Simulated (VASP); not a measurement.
# Al2ZnO4 (Gahnite) (Fd-3m) in VASP: notebook

Aim: see how the results for Al2ZnO4 (Gahnite) move with the level of theory and the settings. Levels: PBEsol, LDA, PBE. Tasks: relaxation of cell and atoms.

Program: VASP 6.6.1. These are calculated values, not measurements. Logs are shortened: lines on timing, memory, paths and dates and some standing lists are left out, and cuts for length are marked.

## (1) Starting point

It takes space group Fd-3m (No. 227, cubic). The conventional cell has a = 8.085 Å, b = 8.085 Å, c = 8.085 Å, α = 90.00°, β = 90.00°, γ = 90.00°. Al (site symmetry -3m) is surrounded by 6 O at 1.91 Å. Zn (site symmetry -43m) is surrounded by 4 O at 1.95 Å. O (site symmetry 3m) has 3 Al at 1.91 Å and 1 Zn at 1.95 Å as nearest neighbours.

## (2) Relaxation of cell and atoms, PBEsol

INCAR

```
PREC     = Accurate       # precision mode
ENCUT    = 600            # plane-wave cutoff, eV
EDIFF    = 1E-6           # SCF threshold, eV
ISMEAR   = 0              # smearing method
SIGMA    = 0.03           # smearing width, eV
LREAL    = False          # projectors in reciprocal space
LASPH    = True           # aspherical terms in the spheres
NELM     = 80             # most SCF steps
ALGO     = Normal         # electronic algorithm
ISIF     = 3              # what is computed and relaxed
LWAVE    = False          # write WAVECAR
LCHARG   = False          # write CHGCAR
GGA      = PS             # functional
IBRION   = 2              # ionic algorithm
NSW      = 90             # ionic steps
EDIFFG   = -0.01          # ionic threshold
KPAR     = 4
```

KPOINTS

```
Automatic mesh
0
Gamma
  6 6 6
```

POSCAR

```
Al2ZnO4
1.0
    0.0000000000      4.0427000000      4.0427000000
    4.0427000000      0.0000000000      4.0427000000
    4.0427000000      4.0427000000      0.0000000000
Al Zn O
4 2 8
Direct
    0.1250000000      0.1250000000      0.1250000000
    0.6250000000      0.1250000000      0.1250000000
    0.1250000000      0.1250000000      0.6250000000
    0.1250000000      0.6250000000      0.1250000000
    0.7500000000      0.7500000000      0.7500000000
    0.5000000000      0.5000000000      0.5000000000
    0.8894000000      0.8894000000      0.8894000000
    0.9182000000      0.3606000000      0.3606000000
    0.8894000000      0.8894000000      0.3318000000
    0.3606000000      0.9182000000      0.3606000000
    0.3318000000      0.8894000000      0.8894000000
    0.3606000000      0.3606000000      0.3606000000
    0.8894000000      0.3318000000      0.8894000000
    0.3606000000      0.3606000000      0.9182000000
```

Potentials or basis: VASP PAW PBE potentials, release 64 (Al, Zn, O).

Command:

```sh
cat potpaw_PBE.64/Al/POTCAR potpaw_PBE.64/Zn/POTCAR potpaw_PBE.64/O/POTCAR > POTCAR
mpirun -np 4 vasp_std > vasp.out
```

OUTCAR:

```text
PREC = Accurate
   ENCUT = 600
   EDIFF = 1E-6
   ISMEAR = 0
   LREAL = False
   LASPH = True
   NELM = 80
   ISIF = 3
   GGA = PS
   IBRION = 2
   NSW = 90
   EDIFFG = -0.01

 ion  position               nearest neighbor table
   1  0.125  0.125  0.125-   8 1.91  10 1.91  11 1.91  13 1.91   9 1.91  14 1.91   2 2.86   3 2.86
                             4 2.86   3 2.86   4 2.86   2 2.86
   2  0.625  0.125  0.125-   7 1.91  12 1.91  10 1.91   9 1.91  13 1.91  14 1.91   1 2.86   3 2.86
                             4 2.86   1 2.86   3 2.86   4 2.86
   3  0.125  0.125  0.625-   7 1.91  12 1.91  10 1.91  11 1.91   8 1.91  13 1.91   1 2.86   1 2.86
                             2 2.86   4 2.86   4 2.86   2 2.86
   4  0.125  0.625  0.125-   7 1.91  12 1.91   9 1.91  11 1.91   8 1.91  14 1.91   1 2.86   3 2.86
                             1 2.86   2 2.86   3 2.86   2 2.86
   5  0.750  0.750  0.750-   9 1.95  11 1.95  13 1.95   7 1.95
   6  0.500  0.500  0.500-   8 1.95  10 1.95  14 1.95  12 1.95
   7  0.889  0.889  0.889-   2 1.91   4 1.91   3 1.91   5 1.95
   8  0.918  0.361  0.361-   1 1.91   3 1.91   4 1.91   6 1.95
   9  0.889  0.889  0.332-   1 1.91   2 1.91   4 1.91   5 1.95
  10  0.361  0.918  0.361-   1 1.91   2 1.91   3 1.91   6 1.95
  11  0.332  0.889  0.889-   1 1.91   3 1.91   4 1.91   5 1.95
  12  0.361  0.361  0.361-   2 1.91   4 1.91   3 1.91   6 1.95
  13  0.889  0.332  0.889-   1 1.91   2 1.91   3 1.91   5 1.95
  14  0.361  0.361  0.918-   1 1.91   2 1.91   4 1.91   6 1.95

  LATTYP: Found a face centered cubic cell.
 ALAT       =     8.0854000000

  Lattice vectors:

 A1 = (   0.0000000000,   4.0427000000,   4.0427000000)
 A2 = (   4.0427000000,   0.0000000000,   4.0427000000)
 A3 = (   4.0427000000,   4.0427000000,   0.0000000000)

Analysis of symmetry for initial positions (statically):
=====================================================================
 Subroutine PRICEL returns:
 Original cell was already a primitive cell.

 Routine SETGRP: Setting up the symmetry group for a
 face centered cubic supercell.

 Subroutine GETGRP returns: Found 48 space group operations
 (whereof 24 operations were pure point group operations)
 out of a pool of 48 trial point group operations.

The static configuration has the point symmetry T_d .
 The point group associated with its full space group is O_h .

Analysis of symmetry for dynamics (positions and initial velocities):
=====================================================================
 Subroutine PRICEL returns:
 Original cell was already a primitive cell.

 Routine SETGRP: Setting up the symmetry group for a
 face centered cubic supercell.

 Subroutine GETGRP returns: Found 48 space group operations
 (whereof 24 operations were pure point group operations)
 out of a pool of 48 trial point group operations.

The dynamic configuration has the point symmetry T_d .
 The point group associated with its full space group is O_h .

 Subroutine INISYM returns: Found 48 space group operations
 (whereof 24 operations are pure point group operations),
 and found     1 'primitive' translations

----------------------------------------------------------------------------------------

                                     Primitive cell

  volume of cell :     132.1431

  direct lattice vectors                    reciprocal lattice vectors
     0.000000000  4.042700000  4.042700000    -0.123679719  0.123679719  0.123679719
     4.042700000  0.000000000  4.042700000     0.123679719 -0.123679719  0.123679719
     4.042700000  4.042700000  0.000000000     0.123679719  0.123679719 -0.123679719

  length of vectors
     5.717241169  5.717241169  5.717241169     0.214219557  0.214219557  0.214219557

  position of ions in fractional coordinates (direct lattice)
     0.125000000  0.125000000  0.125000000
     0.625000000  0.125000000  0.125000000
     0.125000000  0.125000000  0.625000000
     0.125000000  0.625000000  0.125000000
     0.750000000  0.750000000  0.750000000
     0.500000000  0.500000000  0.500000000
     0.889400000  0.889400000  0.889400000
     0.918200000  0.360600000  0.360600000
     0.889400000  0.889400000  0.331800000
     0.360600000  0.918200000  0.360600000
     0.331800000  0.889400000  0.889400000
     0.360600000  0.360600000  0.360600000
     0.889400000  0.331800000  0.889400000
     0.360600000  0.360600000  0.918200000

  ion indices of the primitive-cell ions
   primitive index   ion index
                 1           1
                 2           2
                 3           3
                 4           4
                 5           5
                 6           6
                 7           7
                 8           8
                 9           9
                10          10
                11          11
                12          12
                13          13
                14          14

----------------------------------------------------------------------------------------

 KPOINTS: Automatic mesh

Automatic generation of k-mesh.
 Grid dimensions read from file:
 generate k-points for:    6    6    6

 Generating k-lattice:

  Cartesian coordinates                     Fractional coordinates (reciprocal lattice)
    -0.020613286  0.020613286  0.020613286     0.166666667  0.000000000  0.000000000
     0.020613286 -0.020613286  0.020613286     0.000000000  0.166666667  0.000000000
     0.020613286  0.020613286 -0.020613286     0.000000000  0.000000000  0.166666667

  Length of vectors
     0.035703260  0.035703260  0.035703260

  Shift w.r.t. Gamma in fractional coordinates (k-lattice)
     0.000000000  0.000000000  0.000000000

 Subroutine IBZKPT returns following result:
 ===========================================

 Found     16 irreducible k-points:

 Following reciprocal coordinates:
            Coordinates               Weight
  0.000000  0.000000  0.000000      1.000000
  0.166667  0.000000  0.000000      8.000000
  0.333333  0.000000  0.000000      8.000000
  0.500000  0.000000  0.000000      4.000000
  0.166667  0.166667  0.000000      6.000000
  0.333333  0.166667  0.000000     24.000000
[... 8 lines left out ...]
 -0.333333  0.333333  0.166667     24.000000
 -0.333333  0.500000  0.166667     12.000000
   k-points           NKPTS =     16   k-points in BZ     NKDIM =     16   number of bands    NBANDS=     50
   number of dos      NEDOS =    301   number of ions     NIONS =     14
   total plane-waves  NPLWV = 110592
   dimension x,y,z NGX =    48 NGY =   48 NGZ =   48
   dimension x,y,z NGXF=    96 NGYF=   96 NGZF=   96
   ions per type =               4   2   8
   NGX,Y,Z   is equivalent  to a cutoff of  13.96, 13.96, 13.96 a.u.
   NGXF,Y,Z  is equivalent  to a cutoff of  27.91, 27.91, 27.91 a.u.
 SYSTEM =  unknown system
   PREC   = accura    normal or accurate (medium, high low for compatibility)
   ISTART =      0    job   : 0-new  1-cont  2-samecut
   ICHARG =      2    charge: 1-file 2-atom 10-const
   ISPIN  =      1    spin polarized calculation?
   LNONCOLLINEAR =      F non collinear calculations
   LSORBIT =      F    spin-orbit coupling
   LASPH  =      T    aspherical Exc in radial PAW
   ENCUT  =  600.0 eV  44.10 Ry    6.64 a.u.  11.42 11.42 11.42*2*pi/ulx,y,z
   NELM   =     80;   NELMIN=  2; NELMDL= -5     # of ELM steps
   EDIFF  = 0.1E-05   stopping-criterion for ELM
   LREAL  =      F    real-space projection
   EDIFFG = -.1E-01   stopping-criterion for IOM
   NSW    =     90    number of steps for IOM
   IBRION =      2    ionic relax: 0-MD 1-quasi-New 2-CG
   NFREE  =      1    steps in history (QN), initial steepest desc. (CG)
   ISIF   =      3    stress and relaxation
   ISYM   =      2    0-nonsym 1-usesym 2-fastsym
   POTIM  = 0.5000    time-step for ionic-motion
   TEBEG  =    0.0;   TEEND  =   0.0 temperature during run
   PSTRESS=    0.0 pullay stress
   NELECT =      84.0000    total number of electrons
   NUPDOWN=      -1.0000    fix difference up-down
   EMIN   =  10.00;   EMAX   =-10.00  energy-range for DOS
   EFERMI =   0.00;   METHOD = LEGACY
   ISMEAR =     0;   SIGMA  =   0.03  broadening in eV -4-tet -1-fermi 0-gaus
   EFERMI_NEDOS =   21; number of points for ismear=-14 and -15
   IALGO  =     38    algorithm
   IMIX   =      4    mixing-type and parameters
     AMIX     =   0.40;   BMIX     =  1.00
     AMIX_MAG =   1.60;   BMIX_MAG =  1.00
  volume/ion in A,a.u.               =       9.44        63.70
  Fermi-wavevector in a.u.,A,eV,Ry     =   1.407623  2.660022 26.958625  1.981403
  Thomas-Fermi vector in A             =   2.529864
   LORBIT       =      0    0 simple, 1 ext, 2 COOP (PROOUT), +10 PAW based schemes
   GGA     = PS    functional components
   LHFCALC =     F    Hartree Fock is set to
   AEXX    =    0.0000 exact exchange contribution
   IVDW    =     0    specifies the selected vdW correction
   LEPSILON=     F    determine dielectric tensor
   LRPA    =     F    only Hartree local field effects (RPA)
 conjugate gradient relaxation of ions
 non-spin polarized calculation
 Gauss-broadening in eV      SIGMA  =   0.03
  energy-cutoff  :      600.00
  volume of cell :      132.14
 maximum number of plane-waves:      4477
 NGX is ok and might be reduce to    48
   NGX = 23   NGY = 23   NGZ = 23

--------------------------------------- Ionic step        1  -------------------------------------------

 number of electron      83.9999998 magnetization

 Free energy of the ion-electron system (eV)
  ---------------------------------------------------
  ext. energy  EPLUGINS =         0.00000000
  ---------------------------------------------------
  free energy    TOTEN  =       -98.96574298 eV

  energy without entropy =      -98.96574298  energy(sigma->0) =      -98.96574298

------------------------ aborting loop because EDIFF is reached ----------------------------------------

  FORCE on cell =-STRESS in cart. coord.  units (eV):
  Direction    XX          YY          ZZ          XY          YZ          ZX
  --------------------------------------------------------------------------------------
  -------------------------------------------------------------------------------------
  Total        0.7503278      0.7503278      0.7503278      0.0000000      0.0000000      0.0000000
  in kB        9.0973953      9.0973953      9.0973953      0.0000000      0.0000000      0.0000000
  external PRESSURE =       9.0973953 kB  Pullay stress =       0.0000000 kB
[... 177 lines left out ...]
  energy  without entropy=      -98.9708322535  energy(sigma->0) =      -98.97083225

--------------------------------------- Ionic step        5  -------------------------------------------

 number of electron      83.9999994 magnetization

 Free energy of the ion-electron system (eV)
  ---------------------------------------------------
  ext. energy  EPLUGINS =         0.00000000
  ---------------------------------------------------
  free energy    TOTEN  =       -98.97089795 eV

  energy without entropy =      -98.97089795  energy(sigma->0) =      -98.97089795

 E-fermi :   4.3354     XC(G=0): -11.6733

 val. band max:        4.1856677309   @ k =   0.0000   0.0000   0.0000
 cond. band min:       8.1640726210   @ k =   0.0000   0.0000   0.0000
 fundamental gap:      3.9784048901
 Fermi energy:         4.3354219952

 k-point     1 :       0.0000    0.0000    0.0000
  band No.  band energies     occupation
      1     -14.8421      2.00000
      2     -13.3312      2.00000
      3     -12.7386      2.00000
      4     -12.7386      2.00000
      5     -12.7386      2.00000
      6     -12.3711      2.00000
[... 878 lines left out ...]
  FREE ENERGIE OF THE ION-ELECTRON SYSTEM (eV)
  ---------------------------------------------------
  free  energy   TOTEN  =       -98.9708979537 eV

  energy  without entropy=      -98.9708979537  energy(sigma->0) =      -98.97089795

 reached required accuracy - stopping structural energy minimisation
```

Run time: 2.1 min. Hardware: 4 MPI ranks of AMD EPYC 7R43 (Zen 3), shared host; peak memory 0.37 GiB.

Results:

```yaml
Free_energy: -98.9709 eV
Relaxed_volume: 9.47 Å³/atom
Relaxed_cell: a = 5.723 Å, b = 5.723 Å, c = 5.723 Å, α = 60.00°, β = 60.00°, γ = 60.00°
Space_group_after_relaxing_to_0.05_Å: Fd-3m (No. 227)
Energy_gained_by_relaxing: 0.4 meV/atom
Ionic_steps: 5
Pressure_after_relaxing: 0.0 GPa
Band_gap_on_the_k_mesh: 3.98 eV, direct
```

The path:
```
step  energy change (eV)  largest force (eV/Å)  pressure (GPa)  volume (Å³)
   1              0.0000                0.1897            0.91       132.14
   2             -0.0007                0.1491           -1.11       133.17
   3             -0.0051                0.0135           -0.16       132.68
   4             -0.0051                0.0148           -0.10       132.66
   5             -0.0052                0.0018            0.04       132.55
```

Final structure:
```
Al Zn O
1.0
     0.00000    4.04686    4.04686
     4.04686    0.00000    4.04686
     4.04686    4.04686    0.00000
Al Zn O
4 2 8
Cartesian
  1.0117 1.0117 1.0117
  1.0117 3.0351 3.0351
  3.0351 3.0351 1.0117
  3.0351 1.0117 3.0351
  6.0703 6.0703 6.0703
  4.0469 4.0469 4.0469
  7.1956 7.1956 7.1956
  2.9216 5.1721 5.1721
  4.9450 4.9450 7.1956
  5.1721 2.9216 5.1721
  7.1956 4.9450 4.9450
  2.9216 2.9216 2.9216
  4.9450 7.1956 4.9450
  5.1721 5.1721 2.9216
```

Caveat: the PAW data sets were made with another functional, which shifts forces and pressure a little.

## (3) Relaxation of cell and atoms, PBEsol

This run uses another cell than the first one, of 9.47 Å³/atom, 1.003 times its volume.

Changes to INCAR since step 2:

```diff
@@ -2,3 +2,3 @@
 ENCUT    = 600            # plane-wave cutoff, eV
-EDIFF    = 1E-6           # SCF threshold, eV
+EDIFF    = 1E-7           # SCF threshold, eV
 ISMEAR   = 0              # smearing method
@@ -15,3 +15,3 @@
 NSW      = 90             # ionic steps
-EDIFFG   = -0.01          # ionic threshold
+EDIFFG   = -0.005         # ionic threshold
 KPAR     = 4
```

KPOINTS is that of step 2.

POSCAR

```
Al2ZnO4                                 
1.0
   -0.0000000000      4.0468577263      4.0468577263
    4.0468577263     -0.0000000000      4.0468577263
    4.0468577263      4.0468577263     -0.0000000000
  Al              Zn              O             
     4     2     8
Direct
     0.1250000000000000    0.1250000000000000    0.1250000000000000
     0.6250000000000000    0.1250000000000000    0.1250000000000000
     0.1250000000000000    0.1250000000000000    0.6250000000000000
     0.1250000000000000    0.6250000000000000    0.1250000000000000
     0.7500000000000000    0.7500000000000000    0.7500000000000000
     0.5000000000000000    0.5000000000000000    0.5000000000000000
     0.8890309519719226    0.8890309519719226    0.8890309519719226
     0.9170928559157608    0.3609690480280774    0.3609690480280774
     0.8890309519719226    0.8890309519719226    0.3329071440842392
     0.3609690480280774    0.9170928559157608    0.3609690480280774
     0.3329071440842392    0.8890309519719226    0.8890309519719226
     0.3609690480280774    0.3609690480280774    0.3609690480280774
     0.8890309519719226    0.3329071440842392    0.8890309519719226
     0.3609690480280774    0.3609690480280774    0.9170928559157608
```

Potentials or basis: VASP PAW PBE potentials, release 64 (Al, Zn, O).

Command:

```sh
cat potpaw_PBE.64/Al/POTCAR potpaw_PBE.64/Zn/POTCAR potpaw_PBE.64/O/POTCAR > POTCAR
mpirun -np 4 vasp_std > vasp.out
```

It took 53 s on 4 MPI ranks of AMD EPYC 7R43 (Zen 3), shared host; peak memory 0.36 GiB.

Results (log left out):

| Quantity | Value |
| --- | --- |
| Free energy | -98.9718 eV |
| Pressure after relaxing | 0.0 GPa |
| Band gap on the k mesh | 3.98 eV, direct |

Final structure:
```yaml
crystal:
  lattice:
    - [0.00000, 4.04686, 4.04686]
    - [4.04686, 0.00000, 4.04686]
    - [4.04686, 4.04686, 0.00000]
  atoms:
    - { symbol: Al, position: [0.12500, 0.12500, 0.12500] }
    - { symbol: Al, position: [0.62500, 0.12500, 0.12500] }
    - { symbol: Al, position: [0.12500, 0.12500, 0.62500] }
    - { symbol: Al, position: [0.12500, 0.62500, 0.12500] }
    - { symbol: Zn, position: [0.75000, 0.75000, 0.75000] }
    - { symbol: Zn, position: [0.50000, 0.50000, 0.50000] }
    - { symbol: O, position: [0.88903, 0.88903, 0.88903] }
    - { symbol: O, position: [0.91709, 0.36097, 0.36097] }
    - { symbol: O, position: [0.88903, 0.88903, 0.33291] }
    - { symbol: O, position: [0.36097, 0.91709, 0.36097] }
    - { symbol: O, position: [0.33291, 0.88903, 0.88903] }
    - { symbol: O, position: [0.36097, 0.36097, 0.36097] }
    - { symbol: O, position: [0.88903, 0.33291, 0.88903] }
    - { symbol: O, position: [0.36097, 0.36097, 0.91709] }
```

Levels at points of the mesh, in eV from the valence-band top:
```csv
k point,band 39,band 40,band 41,band 42,band 43,band 44,band 45,band 46
"(0.00, 0.00, 0.00)",-0.51,0.00,0.00,0.00,3.98,7.21,7.71,7.71
"(0.50, 0.00, 0.00)",-0.40,-0.40,-0.30,-0.30,6.18,6.35,8.31,8.76
"(0.50, 0.50, 0.00)",-0.73,-0.73,-0.52,-0.52,6.87,6.87,8.88,8.88
```

Caveat: the relaxation stopped at its first step, so nothing moved; the PAW data sets were made with another functional, which shifts forces and pressure a little.

(Part 1 of 2 ends here.)
